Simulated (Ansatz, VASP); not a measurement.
# Two plane-wave programs on SrTiO3

Contents of INCAR:

```
ALGO     = Normal         # electronic algorithm
EDIFF    = 1E-6           # SCF threshold, eV
ENCUT    = 520            # plane-wave cutoff, eV
GGA      = PS             # functional
ISIF     = 2              # what is computed and relaxed
ISMEAR   = 0              # smearing method
LASPH    = T              # aspherical terms in the spheres
LCHARG   = T              # write CHGCAR
LELF     = T              # ELF
LREAL    = F              # projectors in reciprocal space
LVHAR    = T            
LWAVE    = F              # write WAVECAR
NBANDS   = 28             # bands
NELM     = 80             # most SCF steps
PREC     = Accurate       # precision mode
SIGMA    = 0.02           # smearing width, eV
```

Contents of KPOINTS:

```
k-points
0
Gamma
  6 6 6
```

POSCAR

```
SrTiO3
1.0
    3.8911418854      0.0000000000      0.0000000000
    0.0000000000      3.8911418854      0.0000000000
    0.0000000000      0.0000000000      3.8911418854
Sr Ti O
1 1 3
Direct
    0.0000000000      0.0000000000      0.0000000000
    0.5000000000      0.5000000000      0.5000000000
    0.5000000000      0.0000000000      0.5000000000
    0.5000000000      0.5000000000      0.0000000000
    0.0000000000      0.5000000000      0.5000000000
```

Input for Ansatz:

```yaml
crystal:
  lattice:
    - [3.8911418854, 0.0, 0.0]
    - [0.0, 3.8911418854, 0.0]
    - [0.0, 0.0, 3.8911418854]
  atoms:
    - { symbol: Sr, position: [0.0, 0.0, 0.0] }
    - { symbol: Ti, position: [0.5, 0.5, 0.5] }
    - { symbol: O, position: [0.5, 0.0, 0.5] }
    - { symbol: O, position: [0.5, 0.5, 0.0] }
    - { symbol: O, position: [0.0, 0.5, 0.5] }
basis:
  ecutwfc: 420
  xc_grid: 2
kpoints:
  mp_grid: { grid: [6, 6, 6] }
  band_path: { path: [VBM, CBM], npoints: 2 }
hamiltonian:
  xc: pbesol
scf:
  occupations: { method: gaussian, width: 0.02 }
output:
  forces: true
  stress: true
  eigenvalues: true
```

Alike in both runs: task single point; functional PBEsol; k mesh 6 × 6 × 6; occupations gaussian, width 0.02 eV; no spin polarisation.

|  | VASP | Ansatz |
| --- | --- | --- |
| version | VASP 6.6.1 | Ansatz 0.2.0 |
| potentials or method | VASP PAW PBE potentials, release 64 (Sr_sv, Ti_sv, O) | scalar-relativistic, plane waves, PAW |
| plane-wave cutoff (eV) | 520 | 420 |
| valence electrons in the cell | 40 | 40 |

```csv
,VASP,Ansatz,Ansatz less VASP
gap on the k mesh at the Fermi level (eV),1.82,1.85,+0.032
least direct gap on the mesh (eV),2.17,2.19,+0.022
pressure (GPa),0.7,0.0,-0.67
```

Caveats: the PAW data sets were made with another functional, which shifts forces and pressure a little (VASP). A k mesh can miss the band edges. PBEsol gaps usually lie below the measured ones, often by a third to a half.
